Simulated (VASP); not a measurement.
Set up this calculation in VASP 6.6.1, as the native input.

```yaml
Task: single point
Functional: PBE
Dispersion: D3(BJ)
Potentials_or_basis: VASP PAW PBE potentials, release 64 (B, N)
Cutoff: 520 eV
k_mesh: 6 × 6 × 4
Occupations: gaussian, width 0.1 eV
Spin: no spin polarisation
Dipole_correction: no
Further_INCAR_settings: ALGO = Fast; EDIFF = 1e-07; NBANDS = 16
```

The structure of BN lies in POSCAR:

```
BN
1.0
    2.5539396017      0.0000000000      0.0000000000
   -1.2769698009      2.2117765748      0.0000000000
    0.0000000000      0.0000000000      4.2268550000
B N
2 2
Direct
    0.6666666667      0.3333333333      0.9997240000
    0.3333333333      0.6666666667      0.4997240000
    0.6666666667      0.3333333333      0.6252760000
    0.3333333333      0.6666666667      0.1252760000
```

Measurements of this composition are mostly on another form, of space group No. 194.

The input as run:

INCAR

```
SYSTEM = BN
  PREC = Accurate
  ENCUT = 520
  EDIFF = 1E-7
  ISMEAR = 0
  SIGMA = 0.1
  LREAL = .FALSE.
  LASPH = .TRUE.
  NELM = 100
  ALGO = Fast
  ISIF = 2
  LWAVE = .FALSE.
  LCHARG = .TRUE.
  GGA = PE
  IVDW = 12
  LELF = .TRUE.
  LVHAR = .TRUE.
  NBANDS = 16
```

KPOINTS

```
Automatic mesh
0
G
  6 6 4
  0 0 0
```

Potentials or basis: VASP PAW PBE potentials, release 64 (B, N).

The run is started by

```bash
$ cat potpaw_PBE.64/B/POTCAR potpaw_PBE.64/N/POTCAR > POTCAR
$ mpirun -np 1 vasp_std > vasp.out
```

Results of the run:

The pressure is -5.4 GPa, the largest force is 0.020 eV/Å and the band gap on the k mesh is 5.20 eV, indirect (least direct gap 8.25 eV). The dispersion energy per atom is -0.207 eV.

Caveat: the k mesh is coarse (spacing up to 0.47 Å⁻¹), so the values aren't converged.

Wall time 15 s on 1 thread of AMD EPYC 7R43 64-Core Processor (Zen 3), on a shared host, peak memory 0.11 GiB.
